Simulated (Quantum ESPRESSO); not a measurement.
**Pb in Quantum ESPRESSO: the effect of strain**

Crystal: Pb.

```
Pb
1.0
     0.00000    3.30144    3.43900
     3.30144    0.00000    3.43900
     3.30144    3.30144    0.00000
Pb
2
Cartesian
  1.6507 1.6507 1.7195
  0.0000 0.0000 0.0000
```

This isn't the form of Pb at room conditions, which is fcc.

Alike in all runs:

- Program: Quantum ESPRESSO 7.5
- Task: relaxation of the atoms
- Functional: PBEsol
- Potentials or basis: GBRV 1.5 PBEsol
- Cutoff: 612 eV
- Density cutoff: 4898 eV
- k mesh: 7 × 7 × 7
- Occupations: fermi-dirac, width 0.05 eV
- Spin: no spin polarisation
- Kind of strain: biaxial_xy
- Mixing beta: 0.5
- Most SCF iterations: 120
- SCF threshold: 4e-10 Ry
- Most ionic steps: 40
- Forc conv thr: 0.0004 Ry/bohr
- Etot conv thr: 1e-05 Ry

Each run relaxes the cell or the atoms first.

```tsv
strain	pressure (GPa)
-0.04	?
-0.02	1.7
-0.01	1.0
0	0.3
0.01	-0.3
0.02	-0.9
0.04	-1.8
```

**Question.** What does the run with strain -0.04 give?

**Answer.** Pressure 3.4 GPa.

Worked out: A parabola through the other rows of the pressure, of slope -88.5 GPa per unit of strain there, extrapolates to 3.4 GPa, against the run's 3.4.

Caveats: the relaxation stopped at its first step, so nothing moved.
